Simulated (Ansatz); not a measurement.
The following input was run with Ansatz 0.2.0.

```yaml
crystal:
  lattice:
    - [5.9799054406, -1.4907205621, -0.0021244505]
    - [5.9799054406, 1.4907205621, -0.0021244505]
    - [-1.3591107057, 0.0, 5.5387742297]
  atoms:
    - { symbol: Ga, position: [0.0916879068, 0.0916879068, 0.7960492674] }
    - { symbol: Ga, position: [0.9083120932, 0.9083120932, 0.2039507326] }
    - { symbol: Ga, position: [0.6591794915, 0.6591794915, 0.3141409249] }
    - { symbol: Ga, position: [0.3408205085, 0.3408205085, 0.6858590751] }
    - { symbol: O, position: [0.1678313823, 0.1678313823, 0.1093976585] }
    - { symbol: O, position: [0.8321686177, 0.8321686177, 0.8906023415] }
    - { symbol: O, position: [0.1722843579, 0.1722843579, 0.560748558] }
    - { symbol: O, position: [0.8277156421, 0.8277156421, 0.439251442] }
    - { symbol: O, position: [0.4963187822, 0.4963187822, 0.2538691726] }
    - { symbol: O, position: [0.5036812178, 0.5036812178, 0.7461308274] }
basis:
  ecutwfc: 500
kpoints:
  mp_grid: { grid: [8, 8, 4] }
hamiltonian:
  xc: r2scan
scf:
  occupations: { method: gaussian, width: 0.02 }
output:
  forces: true
  stress: true
  eigenvalues: true
relax:
  adjacent_minimum: "off"
  f_tol: 0.01
  max_steps: 30
  cell: { stress_tol: 0.1, fix: [volume] }
```

Command:
```bash
ansatz run input.yaml --threads 2 --pin off --max-ram 5120MiB --backend cpu --events-out ev --progress --plain --runs-dir out
```

Method: DFT r2SCAN, scalar-relativistic, plane waves, PAW (Ansatz).

Part of what the program printed, abridged:

```
Pseudopotentials: kind: paw
Pseudopotential: Ga, paw, valence charge 13, recommended cutoff 500 eV (meta_gga)
Pseudopotential: O, paw, valence charge 6, recommended cutoff 500 eV (meta_gga)
Functional definition: r2SCAN
Crystal: 10 atoms, lattice volume = 98.741 Å³
Basis set: ecut = 500 eV, 2531 PW (Γ), FFT grids on a1−a2, a2, a3, exchange–correlation on 96×180×180 points (64 copies of the dense FFT grid, shifted against one another)
Bands: 54, of which v1, the nominal top of the filled ones, is band 44 counted from 1 (43 counted from 0)
Symmetry: 4 space group operations
Space group: C2/m (ITA 12), of the structure as read, at distance tolerance 4.6e-5 Å
k-points: 78 of 256
Initial density: superposition of atomic densities (neutral atoms: chi_scale 0, normalization atom), corrected by the library's trained network
Initial wavefunctions: pseudopotential atomic-orbital guess
Functional: x = r2scan, c = r2scan; τ floored in thin density (d = 2e-4 eV/Å³)
SCF iter   1: F=—  HF=-18577.399663 eV  |F-HF|=—  |Δ(HF+E_count)|=         —  Δρ=1.36e-2  dr2=7.92e-2  dr2_τ=4.63e-1  ethr=1.77e-3  ⟨swp⟩=6.2  Hψ=15852  notcnv=0  defer=17
SCF iter   2: F=—  HF=-18577.595603 eV  |F-HF|=—  |Δ(HF+E_count)|=   1.96e-1  Δρ=6.86e-3  dr2=2.58e-2  dr2_τ=9.80e-4  ethr=9.00e-5  ⟨swp⟩=3.0  Hψ=9335  notcnv=0  defer=283
SCF iter   3: F=—  HF=-18577.594880 eV  |F-HF|=—  |Δ(HF+E_count)|=   7.24e-4  Δρ=3.69e-3  dr2=4.55e-3  dr2_τ=5.40e-4  ethr=2.93e-5  ⟨swp⟩=3.0  Hψ=7675  notcnv=0  defer=283
SCF iter   4: F=—  HF=-18577.594755 eV  |F-HF|=—  |Δ(HF+E_count)|=   1.25e-4  Δρ=5.06e-4  dr2=1.65e-4  dr2_τ=5.27e-5  ethr=5.17e-6  ⟨swp⟩=2.3  Hψ=7091  notcnv=0  defer=283
SCF iter   5: F=—  HF=-18577.594805 eV  |F-HF|=—  |Δ(HF+E_count)|=   5.05e-5  Δρ=1.52e-4  dr2=1.09e-5  dr2_τ=1.76e-6  ethr=1.88e-7  ⟨swp⟩=2.0  Hψ=7080  notcnv=0  defer=283
SCF iter   6: F=—  HF=-18577.594821 eV  |F-HF|=—  |Δ(HF+E_count)|=   1.59e-5  Δρ=5.77e-5  dr2=2.51e-6  dr2_τ=3.09e-7  ethr=1.24e-8  ⟨swp⟩=2.0  Hψ=7356  notcnv=0  defer=283
SCF iter   7: F=—  HF=-18577.594820 eV  |F-HF|=—  |Δ(HF+E_count)|=   8.92e-7  Δρ=1.48e-5  dr2=1.96e-7  dr2_τ=1.13e-8  ethr=2.85e-9  ⟨swp⟩=2.0  Hψ=7158  notcnv=0  defer=283
SCF iter   8: F=-18577.594821 eV  HF=-18577.594821 eV  |F-HF|=4.82e-8  |Δ(HF+E_count)|=   9.63e-8  Δρ=8.18e-6  dr2=5.86e-8  dr2_τ=4.59e-9  ethr=1.14e-10  ⟨swp⟩=10.9  Hψ=18382  notcnv=0
SCF 1 converged in 8 iterations: F = -18577.594821 eV  dr2 = 5.86e-8
relax step   1: F+E_penalty+E_count = -18577.59482051 eV  Δ(F+E_penalty+E_count) = +0.000e0 eV  max|allowed force component| = 2.014e-1 eV/Å  Δτ_max = 0.0000 Å  P = +13.837 GPa  Ω = 98.741 Å³  fix = [volume]  reactions: volume +13.837 GPa (8 SCF iters, dr2 threshold 1.00e-7 eV, accepted)
Initial density: handed on by an earlier stage of this run
Initial wavefunctions: those handed on with the density
SCF iter   1: F=—  HF=-18577.602570 eV  |F-HF|=—  |Δ(HF+E_count)|=         —  Δρ=3.75e-3  dr2=4.49e-3  dr2_τ=6.91e-2  ethr=5.03e-6  ⟨swp⟩=2.4  Hψ=15039  notcnv=0
SCF iter   2: F=—  HF=-18577.603336 eV  |F-HF|=—  |Δ(HF+E_count)|=   7.67e-4  Δρ=1.88e-3  dr2=1.24e-3  dr2_τ=6.88e-5  ethr=5.03e-6  ⟨swp⟩=2.0  Hψ=8348  notcnv=0
SCF iter   3: F=—  HF=-18577.603357 eV  |F-HF|=—  |Δ(HF+E_count)|=   2.09e-5  Δρ=3.31e-4  dr2=6.47e-5  dr2_τ=1.64e-5  ethr=1.41e-6  ⟨swp⟩=2.0  Hψ=7645  notcnv=0
SCF iter   4: F=—  HF=-18577.603401 eV  |F-HF|=—  |Δ(HF+E_count)|=   4.34e-5  Δρ=1.44e-4  dr2=1.34e-5  dr2_τ=1.73e-6  ethr=7.35e-8  ⟨swp⟩=2.0  Hψ=7538  notcnv=0
SCF iter   5: F=—  HF=-18577.603404 eV  |F-HF|=—  |Δ(HF+E_count)|=   3.66e-6  Δρ=5.24e-5  dr2=2.26e-6  dr2_τ=3.02e-7  ethr=1.53e-8  ⟨swp⟩=2.0  Hψ=7535  notcnv=0
SCF iter   6: F=-18577.603404 eV  HF=-18577.603404 eV  |F-HF|=4.23e-8  |Δ(HF+E_count)|=   1.67e-7  Δρ=1.36e-5  dr2=1.43e-7  dr2_τ=1.24e-8  ethr=1.14e-9  ⟨swp⟩=5.9  Hψ=18204  notcnv=0
SCF 2 converged in 6 iterations: F = -18577.603404 eV  dr2 = 1.43e-7
relax step   2: F+E_penalty+E_count = -18577.60340407 eV  Δ(F+E_penalty+E_count) = -8.584e-3 eV  max|allowed force component| = 9.121e-2 eV/Å  Δτ_max = 0.0247 Å  P = +13.191 GPa  Ω = 98.741 Å³  energy of the carried Pulay correction = -1.540e-17 eV  fix = [volume]  reactions: volume +13.191 GPa (6 SCF iters, dr2 threshold 1.00e-6 eV, accepted)
SCF iter   1: F=—  HF=-18577.605311 eV  |F-HF|=—  |Δ(HF+E_count)|=         —  Δρ=2.64e-3  dr2=2.41e-3  dr2_τ=4.11e-2  ethr=2.69e-6  ⟨swp⟩=2.4  Hψ=15165  notcnv=0
SCF iter   2: F=—  HF=-18577.606054 eV  |F-HF|=—  |Δ(HF+E_count)|=   7.43e-4  Δρ=1.32e-3  dr2=6.61e-4  dr2_τ=4.09e-5  ethr=2.69e-6  ⟨swp⟩=2.0  Hψ=8346  notcnv=0
SCF iter   3: F=—  HF=-18577.606063 eV  |F-HF|=—  |Δ(HF+E_count)|=   9.53e-6  Δρ=2.63e-4  dr2=3.89e-5  dr2_τ=9.50e-6  ethr=7.52e-7  ⟨swp⟩=2.0  Hψ=7796  notcnv=0
SCF iter   4: F=—  HF=-18577.606086 eV  |F-HF|=—  |Δ(HF+E_count)|=   2.27e-5  Δρ=1.08e-4  dr2=6.93e-6  dr2_τ=8.46e-7  ethr=4.42e-8  ⟨swp⟩=2.0  Hψ=7347  notcnv=0
SCF iter   5: F=—  HF=-18577.606088 eV  |F-HF|=—  |Δ(HF+E_count)|=   2.24e-6  Δρ=4.00e-5  dr2=1.14e-6  dr2_τ=1.24e-7  ethr=7.87e-9  ⟨swp⟩=2.0  Hψ=7343  notcnv=0
SCF iter   6: F=-18577.606088 eV  HF=-18577.606088 eV  |F-HF|=2.68e-8  |Δ(HF+E_count)|=   1.14e-7  Δρ=1.22e-5  dr2=1.13e-7  dr2_τ=1.20e-8  ethr=5.91e-10  ⟨swp⟩=5.8  Hψ=18155  notcnv=0
SCF 3 converged in 6 iterations: F = -18577.606088 eV  dr2 = 1.13e-7
relax step   3: F+E_penalty+E_count = -18577.60608829 eV  Δ(F+E_penalty+E_count) = -2.684e-3 eV  max|allowed force component| = 4.210e-2 eV/Å  Δτ_max = 0.0198 Å  P = +12.644 GPa  Ω = 98.741 Å³  energy of the carried Pulay correction = -7.700e-17 eV  fix = [volume]  reactions: volume +12.644 GPa (6 SCF iters, dr2 threshold 5.20e-7 eV, accepted)
Basis set: ecut = 500 eV, 2525 PW (Γ), FFT grids on a1−a2, a2, a3, exchange–correlation on 96×180×180 points (64 copies of the dense FFT grid, shifted against one another)
SCF iter   1: F=—  HF=-18577.595248 eV  |F-HF|=—  |Δ(HF+E_count)|=         —  Δρ=1.01e-2  dr2=3.16e-2  dr2_τ=1.22e-1  ethr=3.58e-5  ⟨swp⟩=2.5  Hψ=18797  notcnv=0
SCF iter   2: F=—  HF=-18577.605212 eV  |F-HF|=—  |Δ(HF+E_count)|=   9.96e-3  Δρ=5.01e-3  dr2=7.38e-3  dr2_τ=2.78e-4  ethr=3.58e-5  ⟨swp⟩=3.3  Hψ=8611  notcnv=0
SCF iter   3: F=—  HF=-18577.605696 eV  |F-HF|=—  |Δ(HF+E_count)|=   4.84e-4  Δρ=9.84e-4  dr2=6.19e-4  dr2_τ=1.41e-4  ethr=8.39e-6  ⟨swp⟩=2.9  Hψ=8066  notcnv=0
SCF iter   4: F=—  HF=-18577.605837 eV  |F-HF|=—  |Δ(HF+E_count)|=   1.41e-4  Δρ=3.25e-4  dr2=7.12e-5  dr2_τ=1.15e-5  ethr=7.04e-7  ⟨swp⟩=2.0  Hψ=8298  notcnv=0
SCF iter   5: F=—  HF=-18577.605885 eV  |F-HF|=—  |Δ(HF+E_count)|=   4.81e-5  Δρ=1.13e-4  dr2=1.31e-5  dr2_τ=3.31e-7  ethr=8.09e-8  ⟨swp⟩=2.2  Hψ=5964  notcnv=0
SCF iter   6: F=—  HF=-18577.605886 eV  |F-HF|=—  |Δ(HF+E_count)|=   1.35e-6  Δρ=4.16e-5  dr2=1.53e-6  dr2_τ=4.85e-8  ethr=1.49e-8  ⟨swp⟩=3.0  Hψ=8094  notcnv=0
SCF iter   7: F=—  HF=-18577.605886 eV  |F-HF|=—  |Δ(HF+E_count)|=   5.11e-8  Δρ=1.92e-5  dr2=2.72e-7  dr2_τ=1.10e-8  ethr=1.74e-9  ⟨swp⟩=2.0  Hψ=7197  notcnv=0
SCF iter   8: F=-18577.605886 eV  HF=-18577.605886 eV  |F-HF|=6.91e-10  |Δ(HF+E_count)|=   1.46e-7  Δρ=3.22e-6  dr2=9.21e-9  dr2_τ=5.31e-10  ethr=1.26e-10  ⟨swp⟩=5.1  Hψ=15989  notcnv=0
the search or the solves at the SCF's close seem to have found levels that the self-consistency loop had missed (the run counts 1). By its estimate they hold under 1e-12 electrons; where the run keeps them, the occupations were computed again with them
SCF 4 converged in 8 iterations: F = -18577.605886 eV  dr2 = 9.21e-9
relax step   4: F+E_penalty+E_count = -18577.60588623 eV  Δ(F+E_penalty+E_count) = +2.021e-4 eV  max|allowed force component| = 7.195e-2 eV/Å  Δτ_max = 0.0351 Å  P = +12.338 GPa  Ω = 98.741 Å³  energy of the carried Pulay correction = +3.080e-17 eV  fix = [volume]  (8 SCF iters, dr2 threshold 1.11e-7 eV, rejected (line search))
Basis set: ecut = 500 eV, 2521 PW (Γ), FFT grids on a1−a2, a2, a3, exchange–correlation on 96×180×180 points (64 copies of the dense FFT grid, shifted against one another)
SCF iter   1: F=—  HF=-18577.603544 eV  |F-HF|=—  |Δ(HF+E_count)|=         —  Δρ=4.70e-3  dr2=7.14e-3  dr2_τ=2.92e-2  ethr=8.18e-6  ⟨swp⟩=3.9  Hψ=17865  notcnv=0
SCF iter   2: F=—  HF=-18577.606690 eV  |F-HF|=—  |Δ(HF+E_count)|=   3.15e-3  Δρ=2.37e-3  dr2=1.75e-3  dr2_τ=6.95e-5  ethr=8.11e-6  ⟨swp⟩=2.3  Hψ=7808  notcnv=0
SCF iter   3: F=—  HF=-18577.606772 eV  |F-HF|=—  |Δ(HF+E_count)|=   8.12e-5  Δρ=5.48e-4  dr2=2.26e-4  dr2_τ=4.50e-5  ethr=1.99e-6  ⟨swp⟩=2.2  Hψ=8064  notcnv=0
SCF iter   4: F=—  HF=-18577.606781 eV  |F-HF|=—  |Δ(HF+E_count)|=   9.64e-6  Δρ=1.67e-4  dr2=2.23e-5  dr2_τ=2.49e-6  ethr=2.56e-7  ⟨swp⟩=2.0  Hψ=7310  notcnv=0
SCF iter   5: F=—  HF=-18577.606793 eV  |F-HF|=—  |Δ(HF+E_count)|=   1.14e-5  Δρ=4.99e-5  dr2=3.26e-6  dr2_τ=9.82e-8  ethr=2.54e-8  ⟨swp⟩=2.0  Hψ=5610  notcnv=0
SCF iter   6: F=—  HF=-18577.606793 eV  |F-HF|=—  |Δ(HF+E_count)|=   3.74e-7  Δρ=1.91e-5  dr2=2.86e-7  dr2_τ=1.95e-8  ethr=3.71e-9  ⟨swp⟩=3.0  Hψ=7933  notcnv=0
SCF iter   7: F=—  HF=-18577.606793 eV  |F-HF|=—  |Δ(HF+E_count)|=   1.86e-8  Δρ=9.58e-6  dr2=6.25e-8  dr2_τ=4.95e-9  ethr=3.25e-10  ⟨swp⟩=2.0  Hψ=7578  notcnv=0
SCF iter   8: F=—  HF=-18577.606793 eV  |F-HF|=—  |Δ(HF+E_count)|=   3.68e-8  Δρ=1.77e-6  dr2=2.42e-9  dr2_τ=2.18e-10  ethr=7.10e-11  ⟨swp⟩=2.0  Hψ=7295  notcnv=0
SCF iter   9: F=—  HF=-18577.606793 eV  |F-HF|=—  |Δ(HF+E_count)|=  1.60e-10  Δρ=1.02e-6  dr2=7.36e-10  dr2_τ=1.02e-10  ethr=1.00e-12  ⟨swp⟩=5.3  Hψ=15629  notcnv=0
SCF iter  10: F=-18577.606793 eV  HF=-18577.606793 eV  |F-HF|=1.46e-11  |Δ(HF+E_count)|=  1.27e-10  Δρ=2.33e-7  dr2=3.26e-11  dr2_τ=3.65e-12  ethr=1.00e-12  ⟨swp⟩=4.0  Hψ=14708  notcnv=0
the search or the solves at the SCF's close seem to have found levels that the self-consistency loop had missed (the run counts 1). By its estimate they hold under 1e-12 electrons; where the run keeps them, the occupations were computed again with them
SCF 5 converged in 10 iterations: F = -18577.606793 eV  dr2 = 3.26e-11
relax step   5: F+E_penalty+E_count = -18577.60679311 eV  Δ(F+E_penalty+E_count) = -7.048e-4 eV  max|allowed force component| = 8.685e-2 eV/Å  Δτ_max = 0.0175 Å  P = +12.484 GPa  Ω = 98.741 Å³  energy of the carried Pulay correction = -4.620e-17 eV  fix = [volume]  reactions: volume +12.484 GPa (10 SCF iters, accepted)
Basis set: ecut = 500 eV, 2517 PW (Γ), FFT grids on a1−a2, a2, a3, exchange–correlation on 96×180×180 points (64 copies of the dense FFT grid, shifted against one another)
SCF iter   1: F=—  HF=-18577.607170 eV  |F-HF|=—  |Δ(HF+E_count)|=         —  Δρ=1.30e-3  dr2=5.59e-4  dr2_τ=4.97e-4  ethr=6.43e-7  ⟨swp⟩=2.4  Hψ=13167  notcnv=0
SCF iter   2: F=—  HF=-18577.607304 eV  |F-HF|=—  |Δ(HF+E_count)|=   1.34e-4  Δρ=6.47e-4  dr2=1.28e-4  dr2_τ=3.49e-6  ethr=6.35e-7  ⟨swp⟩=2.0  Hψ=7126  notcnv=0
SCF iter   3: F=—  HF=-18577.607301 eV  |F-HF|=—  |Δ(HF+E_count)|=   2.81e-6  Δρ=1.41e-4  dr2=1.91e-5  dr2_τ=3.29e-6  ethr=1.45e-7  ⟨swp⟩=2.0  Hψ=7652  notcnv=0
SCF iter   4: F=—  HF=-18577.607300 eV  |F-HF|=—  |Δ(HF+E_count)|=   1.54e-6  Δρ=3.04e-5  dr2=1.65e-6  dr2_τ=7.41e-8  ethr=2.17e-8  ⟨swp⟩=2.0  Hψ=7252  notcnv=0
SCF iter   5: F=-18577.607301 eV  HF=-18577.607301 eV  |F-HF|=1.16e-7  |Δ(HF+E_count)|=   1.03e-6  Δρ=1.78e-5  dr2=2.99e-7  dr2_τ=1.89e-8  ethr=5.36e-10  ⟨swp⟩=6.1  Hψ=18896  notcnv=0
SCF 6 converged in 5 iterations: F = -18577.607301 eV  dr2 = 2.99e-7
relax step   6: F+E_penalty+E_count = -18577.60730079 eV  Δ(F+E_penalty+E_count) = -5.077e-4 eV  max|allowed force component| = 3.631e-3 eV/Å  Δτ_max = 0.0048 Å  P = +12.478 GPa  Ω = 98.741 Å³  energy of the carried Pulay correction = -6.160e-17 eV  fix = [volume]  reactions: volume +12.478 GPa (5 SCF iters, dr2 threshold 4.71e-7 eV, accepted)
Initial wavefunctions: pseudopotential atomic-orbital guess (no wavefunctions were taken with the density)
SCF iter   1: F=—  HF=-18577.607264 eV  |F-HF|=—  |Δ(HF+E_count)|=         —  Δρ=1.05e-4  dr2=5.26e-7  dr2_τ=2.53e-7  ethr=1.01e-8  ⟨swp⟩=3.9  Hψ=28687  notcnv=0
SCF iter   2: F=—  HF=-18577.607295 eV  |F-HF|=—  |Δ(HF+E_count)|=   3.05e-5  Δρ=5.28e-5  dr2=1.44e-7  dr2_τ=1.02e-6  ethr=5.98e-10  ⟨swp⟩=2.0  Hψ=5616  notcnv=0
SCF iter   3: F=—  HF=-18577.607302 eV  |F-HF|=—  |Δ(HF+E_count)|=   7.12e-6  Δρ=7.98e-6  dr2=2.11e-8  dr2_τ=1.83e-8  ethr=1.64e-10  ⟨swp⟩=2.1  Hψ=7629  notcnv=0
SCF iter   4: F=—  HF=-18577.607302 eV  |F-HF|=—  |Δ(HF+E_count)|=   8.65e-8  Δρ=2.92e-6  dr2=1.92e-9  dr2_τ=2.80e-9  ethr=2.40e-11  ⟨swp⟩=2.0  Hψ=7525  notcnv=0
SCF iter   5: F=-18577.607302 eV  HF=-18577.607302 eV  |F-HF|=6.55e-11  |Δ(HF+E_count)|=   1.92e-8  Δρ=3.36e-7  dr2=7.52e-11  dr2_τ=1.55e-11  ethr=1.00e-12  ⟨swp⟩=4.2  Hψ=14950  notcnv=0
SCF 7 converged in 5 iterations: F = -18577.607302 eV  dr2 = 7.52e-11
SCF converged after 5 iterations
Free energy (F): -18577.607302 eV
Harris-Foulkes:  -18577.607302 eV  (|F-HF|=6.55e-11)
Internal energy: -18577.607302 eV  (E = F + TS)
E sigma→0 (E₀):  -18577.607302 eV
Fermi energy:    10.357730 eV
--- Per-component energies (eV) ---
  E_band       = -82.244742
  E_kinetic    = 1535.101044
  E_local      = -8846.404679  (includes V_loc(G=0)·N_el)
  E_nonlocal   = 2031.282350
  E_hartree    = 4002.978415
  E_xc         = -687.557430
  E_vxc        = -867.954781  (∫ρ·V_xc dr)
  E_paw        = -9017.605278  (= ΣΔE_a)
  E_vpaw       = -1991.929878  (= ΣTr[D̂ρ^β])
  E_aug_tail   = 0.006013  (compensation charges beyond the density's cutoff)
  E_vtau       = 51.698520  (kinetic-family band-sum trace: ∫τ·v_τ [+ j·A + Jᵃ·Aᵃ] dr)
  E_ewald      = -7592.603812
  E_core_change = -2.803925  (= ΣΔE_core)
  E_smearing   =  0.000000  (= −TS)
--- Forces (eV/Å), atoms counted from 1 ---
  atom   1  Ga    -0.00357053     0.00000000    -0.00078478
  atom   2  Ga     0.00357053     0.00000000     0.00078478
  atom   3  Ga    -0.00141449     0.00000000    -0.00093871
  atom   4  Ga     0.00141449     0.00000000     0.00093871
  atom   5  O      0.00103596     0.00000000     0.00079178
  atom   6  O     -0.00103596     0.00000000    -0.00079178
  atom   7  O      0.00216317     0.00000000     0.00014552
  atom   8  O     -0.00216317     0.00000000    -0.00014552
  atom   9  O     -0.00135731     0.00000000     0.00012317
  atom  10  O      0.00135731     0.00000000    -0.00012317
--- Stress (GPa, compression-positive) ---
       12.461611       0.000000      -0.007628
        0.000000      12.481813       0.000000
       -0.007608       0.000000      12.486697
  P = ⅓ Tr σ = 12.4767 GPa (124.767 kbar)
--- Band table (eV; the first three rows and the last of 78) ---
  k-point 0: bands = ["-11.6513", "-10.3313", "-10.3288", "-10.1912", "-9.7022", "-9.6947", "-4.6160", "-4.5463", "-4.5414", "-4.5038", "-4.3493", "-4.3459", "-4.3277", "-4.3112", "-4.2662", "-4.1016", "-4.0847", "-4.0764", "-4.0682", "-4.0625", "-4.0191", "-4.0036", "-3.9329", "-3.8782", "-3.7341", "-3.7115", "1.3745", "2.4626", "3.7285", "4.2075", "4.9014", "5.8317", "5.8996", "6.2749", "6.5419", "6.7323", "6.7989", "7.0588", "7.7158", "7.8992", "7.9367", "8.0892", "8.3064", "8.5660", "12.1270", "15.3941", "16.4223", "16.7453", "17.4648", "18.5916", "19.2617", "19.3680", "21.0939", "22.3488"]
  k-point 1: bands = ["-11.5378", "-10.5648", "-10.3083", "-10.1250", "-9.8143", "-9.5876", "-4.5948", "-4.5491", "-4.5436", "-4.4978", "-4.4572", "-4.3600", "-4.3281", "-4.3007", "-4.2513", "-4.1129", "-4.1106", "-4.1037", "-4.0865", "-4.0457", "-3.9999", "-3.9936", "-3.9308", "-3.8482", "-3.8277", "-3.5063", "1.6629", "2.7300", "3.3554", "4.2559", "5.0539", "5.8334", "6.1515", "6.1839", "6.5437", "6.5845", "6.6239", "7.0459", "7.3859", "7.7169", "7.9154", "8.0162", "8.1139", "8.3271", "13.0158", "15.5723", "16.4942", "16.6963", "17.3563", "18.3229", "19.0483", "19.8244", "21.5579", "22.4056"]
  k-point 2: bands = ["-11.3643", "-10.8125", "-10.3072", "-10.0795", "-9.8503", "-9.5619", "-4.5508", "-4.5464", "-4.5462", "-4.5455", "-4.4666", "-4.4429", "-4.3019", "-4.2635", "-4.2607", "-4.1411", "-4.1406", "-4.1128", "-4.0863", "-4.0573", "-3.9971", "-3.9593", "-3.9293", "-3.8890", "-3.7889", "-3.3935", "2.4277", "2.4450", "3.2108", "4.0780", "5.4924", "5.8142", "5.9366", "6.3214", "6.4504", "6.5324", "6.6991", "7.0308", "7.0445", "7.1718", "7.7534", "7.9356", "8.1971", "8.2712", "14.5324", "14.5885", "16.7307", "17.0031", "17.4824", "17.5927", "19.4697", "19.9749", "21.5971", "21.9803"]
  k-point 77: bands = ["-11.2219", "-10.7033", "-10.5344", "-10.1809", "-9.8908", "-9.4991", "-4.5912", "-4.5618", "-4.5536", "-4.5499", "-4.4921", "-4.4882", "-4.3143", "-4.2944", "-4.2727", "-4.2572", "-4.1418", "-4.1374", "-4.0800", "-4.0761", "-3.9944", "-3.9943", "-3.9265", "-3.9052", "-3.4379", "-3.2010", "2.7700", "2.9425", "3.2835", "3.9322", "4.6875", "5.3257", "5.4105", "5.7545", "6.1419", "6.1906", "6.8159", "7.3140", "7.8106", "7.8572", "7.9458", "8.0585", "8.0905", "8.5528", "15.0083", "15.0139", "16.1786", "16.3983", "16.7858", "17.1136", "19.4212", "20.2343", "21.7773", "22.0021"]
--- Relaxed structure (6 steps of the walk, 5 accepted, 1 SCFs on fresh bases) ---
  F+E_penalty+E_count = -18577.60730194 eV   max|allowed force component| = 3.571e-3 eV/Å   (the final SCF, on the basis selected at the relaxed cell)
  cell:  # Å, volume = 98.7407 Å³
    - [5.94595618, -1.49345359, -0.01416765]
    - [5.94595618, 1.49345359, -0.01416765]
    - [-1.36254092, 0.0, 5.56296660]
  atoms:
    - { symbol: Ga, position: [0.09372532, 0.09372532, 0.79840992] }
    - { symbol: Ga, position: [0.90627467, 0.90627467, 0.20159007] }
    - { symbol: Ga, position: [0.65937443, 0.65937443, 0.31421494] }
    - { symbol: Ga, position: [0.34062556, 0.34062556, 0.68578505] }
    - { symbol: O, position: [0.17215695, 0.17215695, 0.11085345] }
    - { symbol: O, position: [0.82784304, 0.82784304, 0.88914654] }
    - { symbol: O, position: [0.17081263, 0.17081263, 0.55736283] }
    - { symbol: O, position: [0.82918736, 0.82918736, 0.44263716] }
    - { symbol: O, position: [0.49569702, 0.49569702, 0.25010942] }
    - { symbol: O, position: [0.50430297, 0.50430297, 0.74989057] }
```

The relaxation met its thresholds.

The run took 3.8 min on 2 threads of Arm Neoverse V1, with other jobs on the host, peak memory 0.82 GiB.